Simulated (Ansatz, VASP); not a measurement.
**LiCl: VASP beside Ansatz**

```xyz
4
Lattice="3.7286 0.0000 0.0000 -1.8643 3.2291 0.0000 0.0000 0.0000 6.6750" Properties=species:S:1:pos:R:3 pbc="T T T"
Li    1.8643    1.0764    5.8474
Li    0.0000    2.1527    2.5099
Cl    1.8643    1.0764    3.3307
Cl    0.0000    2.1527    6.6682
```

Change from the starting cell: strain -0.050 along x and y, +0.050 along z, atoms carried along.

Alike in both runs: task single point; functional LDA; k mesh 9 × 9 × 4; occupations gaussian, width 0.05 eV; no spin polarisation.

|  | VASP | Ansatz |
| --- | --- | --- |
| version | VASP 6.6.1 | Ansatz 0.2.0 |
| potentials or method | VASP PAW LDA potentials, release 64 (Li_sv, Cl) | scalar-relativistic, plane waves, PAW |
| plane-wave cutoff (eV) | 520 | 420 |
| valence electrons in the cell | 20 | 20 |

Ansatz gave:

- gap on the k mesh at the Fermi level (eV): 5.53
- least direct gap on the mesh (eV): 5.53
- rms of the force components (eV/Å): 0.097

Q: What did VASP give for the same quantities?

A: gap on the k mesh at the Fermi level (eV): 5.54; least direct gap on the mesh (eV): 5.54; rms of the force components (eV/Å): 0.098.

Atom by atom the forces differ by 0.001 eV/Å (rms over components).

Caveats: an odd mesh through Γ misses points on the zone boundary, where band edges often lie.
